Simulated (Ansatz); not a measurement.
Putting H into Ca

Theory: Ansatz 0.2.0, DFT PBE, scalar-relativistic, plane waves, PAW.

Plane waves to 420 eV, a k mesh through Γ of 12×12×12 on the computed 1-atom cell and Gaussian smearing (0.10 eV); no spin polarisation for the host; each changed cell takes a mesh and smearing chosen by its own gap and starts from the host's moments or customary ones, or runs without spin. Cells and atoms are relaxed to the nearest stationary point that keeps the symmetry of their start (forces under 0.02 to 0.04 eV/Å, stress under 0.1 to 0.2 GPa); energies are at zero smearing, without zero-point or thermal terms.

Relaxed host (gap on the mesh 0 eV):

```
CELL_PARAMETERS angstrom
-2.19044 2.19044 2.19044
2.19044 -2.19044 2.19044
2.19044 2.19044 -2.19044
ATOMIC_POSITIONS crystal
Ca 0.00000 0.00000 0.00000
```

Cases: (1) 1 H in a 2×2×2 repeat of the cell, at (0.125 0.250 0.375) in fractions of that repeat, 2.45 Å from the nearest atom of the relaxed host.

The table gives the energy per H taken from half an H2 molecule (negative: uptake is favourable), the swelling and the final surroundings.

```csv
case,formula,energy per H (eV),ΔV (%),principal strains (%),nearest host atoms of the first H,gap (eV)
1,Ca8H,-0.82,+0.6,+26.7 -10.9 -10.9,4 (Ca) from 2.28 Å,0
```

Each ion keeps what symmetry its start has, so a lower place off a symmetric site can be missed, above all for H.

Relaxed structure of case 1:

```cif
data_structure
_symmetry_space_group_name_H-M 'I-4m2'
_symmetry_Int_Tables_number 119
_cell_length_a 7.8062
_cell_length_b 7.8062
_cell_length_c 11.0990
_cell_angle_alpha 90.000
_cell_angle_beta 90.000
_cell_angle_gamma 90.000
_cell_volume 676.34
loop_
_atom_site_label
_atom_site_type_symbol
_atom_site_symmetry_multiplicity
_atom_site_Wyckoff_symbol
_atom_site_fract_x
_atom_site_fract_y
_atom_site_fract_z
_atom_site_occupancy
Ca1 Ca 8 i 0.26114 0.50000 0.61866 1
Ca2 Ca 8 i 0.00000 0.25044 0.37420 1
H1 H 2 a 0.50000 0.50000 0.50000 1
```

In Ca8H a bond of the host changes by more than 0.6 Å or the volume by a third: the framework has rearranged or swollen or shrunk strongly, and the figure may no longer describe a topotactic step.

This form of Ca, the host, isn't the element's usual structure.

Cost: 2 runs of about 5.3 core-minutes in all, on Arm Neoverse V1 (shared hosts).